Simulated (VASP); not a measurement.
Input of a VASP 6.6.1 run:

File INCAR:

```
  PREC = Accurate
  ENCUT = 520
  EDIFF = 1E-7
  ISMEAR = 0
  SIGMA = 0.15
  LREAL = False
  LASPH = True
  NELM = 100
  ALGO = Fast
  ISIF = 2
  LWAVE = False
  LCHARG = False
  GGA = PS
  NBANDS = 11
```

File KPOINTS:

```
Automatic mesh
0
Gamma
  16 16 16
```

POSCAR

```
HCl
1.0
    0.0000000000      2.4610000000      2.6266000000
    2.3138000000      0.0000000000      2.6266000000
    2.3138000000      2.4610000000      0.0000000000
H Cl
1 1
Direct
    0.0000000000      0.0000000000      0.0000000000
    0.5000000000      0.5000000000      0.5000000000
```

Potentials or basis: VASP PAW PBE potentials, release 64 (H, Cl).

Command:

```console
$ cat potpaw_PBE.64/H/POTCAR potpaw_PBE.64/Cl/POTCAR > POTCAR
$ mpirun -np 1 vasp_std > vasp.out
```

(1) Estimate the band gap on the k mesh.

(2) Predict the pressure.

Answers

(1) none (metal or under the smearing width).

(2) -10.5 GPa.

Caveat: the PAW data sets were made with another functional, which shifts forces and pressure a little.
